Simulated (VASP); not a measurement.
Wanted: the native input for a VASP 6.6.1 run.

- Task: single point
- Functional: PBEsol
- Potentials or basis: VASP PAW PBE potentials, release 64 (Si)
- Cutoff: 520 eV
- k mesh: 12 × 12 × 4
- Occupations: gaussian, width 0.05 eV
- Spin: no spin polarisation
- Dipole correction: no
- Further INCAR settings: ALGO = Fast; EDIFF = 1e-06; NBANDS = 21

The structure of Si lies in POSCAR:

```
Si
1.0
    3.8402969286      0.0000000000      0.0000000000
   -1.9201484643      3.3257946983      0.0000000000
    0.0000000000      0.0000000000      9.4134088893
Si
6
Direct
    0.0000000000      0.0000000000     -0.0000447053
    0.3333333333      0.6666666667      0.0833780386
    0.3333333333      0.6666666667      0.3332886281
    0.6666666667      0.3333333333      0.4167113719
    0.6666666667      0.3333333333      0.6666219614
    0.0000000000      0.0000000000      0.7500447053
```

The cell was built by a generator and needn't be a form met in nature.

One way to write it, as run:

INCAR

```
  PREC = Accurate
  ENCUT = 520
  EDIFF = 1E-6
  ISMEAR = 0
  SIGMA = 0.05
  LREAL = F
  LASPH = T
  NELM = 100
  ALGO = Fast
  ISIF = 2
  LWAVE = F
  LCHARG = F
  GGA = PS
  NBANDS = 21
```

KPOINTS

```
regular mesh
0
Gamma
  12 12 4
```

Potentials or basis: VASP PAW PBE potentials, release 64 (Si).

Run with:

```sh
$ cat potpaw_PBE.64/Si/POTCAR > POTCAR
$ mpirun -np 1 vasp_std > vasp.out
```

Results of the run:

The pressure is 0.2 GPa, the largest force is 0.003 eV/Å and the band gap on the k mesh is 0.50 eV.

Caveat: the PAW data sets were made with another functional, which shifts forces and pressure a little.

It took 100 s on 1 thread of AMD EPYC 9R45 (Zen 5), on a shared host, peak memory 0.27 GiB.
